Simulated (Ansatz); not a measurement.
Runs of Ansatz 0.2.0 on GaAs. It takes space group F-43m (No. 216, cubic). The conventional cell has a = 5.654 Å, b = 5.654 Å, c = 5.654 Å, α = 90.00°, β = 90.00°, γ = 90.00°. Around As (site symmetry -43m) lie 4 Ga at 2.45 Å. Around Ga (site symmetry -43m) lie 4 As at 2.45 Å. 

```csv
potentials or basis,cutoff (eV),basis error allowed,gap on the mesh (eV),pressure (GPa)
"all-electron LAPW, scalar-relativistic",316,0.001 eV/atom,0.45,0.2
"all-electron LAPW, inner shells corrected to Dirac's equation",316,0.001 eV/atom,0.45,0.2
"all-electron LAPW, non-relativistic",316,0.001 eV/atom,(a),0.9
all-electron PAW datasets made for the crystal,220,-,0.45,0.2
```

Alike in all rows: task band structure; level PBEsol; no spin polarisation; cell as given; k mesh 8 × 8 × 8; smearing fermi-dirac 0.05 eV.

Q: Fill in the values left out.

A: (a) 1.10.

Caveats: relativity is left out, which matters for the heavier elements (some runs).

A k mesh can miss the band edges, and the runs leave out spin-orbit coupling on As, Ga.

The runs don't all hold the same shells in valence.
